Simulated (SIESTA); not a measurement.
**Pb under changes of volume**

One of the cells (31.034 Å³/atom); the others are scaled copies at fixed shape and fractional positions:

```xyz
1
Lattice="-1.9797 1.9797 1.9797 1.9797 -1.9797 1.9797 1.9797 1.9797 -1.9797" Properties=species:S:1:pos:R:3 pbc="T T T"
Pb    0.0000    0.0000    0.0000
```

This isn't the form of Pb at room conditions, which is fcc.

| Quantity | Value |
| --- | --- |
| Program | SIESTA 5.4.2 |
| Functional | LDA |
| Potentials or basis | PseudoDojo 0.4 standard (LDA files) |
| Basis | DZP (energy shift 0.003 Ry; two zetas on semicore shells) |
| Grid cutoff | 500 Ry |
| Energy shift | 0.003 Ry |
| k mesh | 9 × 9 × 9 |
| Occupations | fermi-dirac, width 0.05 eV |
| Spin | no spin polarisation |

```csv
volume (Å³/atom),energy over the lowest point (meV/atom),pressure (GPa)
29.172,0.00,-0.4
29.792,?,?
30.413,11.92,-2.4
31.034,23.10,-3.1
31.654,36.99,-3.7
32.275,53.06,-4.2
32.896,70.88,-4.6
```

Q: What does the run at 29.792 Å³/atom give?

A: Energy over the lowest point 3.99 meV/atom; pressure -1.5 GPa.

Worked out: A Birch-Murnaghan fit of order 3 (a polynomial in V^(-2/3)) to the other rows has its minimum at 28.95 Å³/atom, just outside them, with B0 = V·E''(V) = 61 GPa and B' = 7.3. It gives 3.98 meV/atom at 29.792 Å³/atom, against the run's 3.99, and -dE/dV = -1.6 GPa, against -1.5.

Energies are extrapolated to zero smearing.

Caveats: the basis of atomic orbitals isn't converged, which shifts pressures, moduli and gaps.
